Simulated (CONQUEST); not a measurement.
# CaSe under changes of volume

One of the cells (25.829 Å³/atom); the others are scaled copies at fixed shape and fractional positions:

```
CELL_PARAMETERS angstrom
4.18042 0.00000 0.00000
0.00000 4.18042 0.00000
0.00000 0.00000 5.91200
ATOMIC_POSITIONS crystal
Se 0.00000 0.00000 0.50000
Se 0.50000 0.50000 0.00000
Ca 0.00000 0.00000 0.00000
Ca 0.50000 0.50000 0.50000
```

```yaml
Program: CONQUEST 1.3
Functional: PBEsol
Potentials_or_basis: PseudoDojo NC PBEsol, DZP, grid of 40 × 40 × 60 points
k_mesh: 7 × 7 × 5
Occupations: fermi-dirac, width 0.05 eV
Spin: no spin polarisation
```

```tsv
volume (Å³/atom)	energy over the lowest point (meV/atom)	pressure (GPa)	gap on the mesh (eV)
24.796	?	?	?
25.313	0.00	0.1	1.87
25.829	1.88	-1.2	1.92
26.863	14.45	-2.5	2.01
27.379	24.01	-3.5	2.05
```

What does the run at 24.796 Å³/atom give?

Energy over the lowest point 1.91 meV/atom; pressure 1.0 GPa; gap on the mesh 1.81 eV.

Worked out: A Birch-Murnaghan fit of order 2 (a polynomial in V^(-2/3)) to the other rows has its minimum at 25.23 Å³/atom, just outside them, with B0 = V·E''(V) = 48 GPa. It gives 1.03 meV/atom at 24.796 Å³/atom, against the run's 1.91, and -dE/dV = 0.9 GPa, against 1.0. A straight line through the other rows of the gap, of slope 2.29 eV per unit of ln V, extrapolates to 1.82 eV, against the run's 1.81.

Energies are extrapolated to zero smearing.

Caveats: an odd mesh through Γ misses points on the zone boundary, where band edges often lie; the basis of atomic orbitals isn't converged, which shifts pressures, moduli and gaps; the real-space grid breaks the cell's symmetry a little. Spin-orbit coupling on Se is left out.
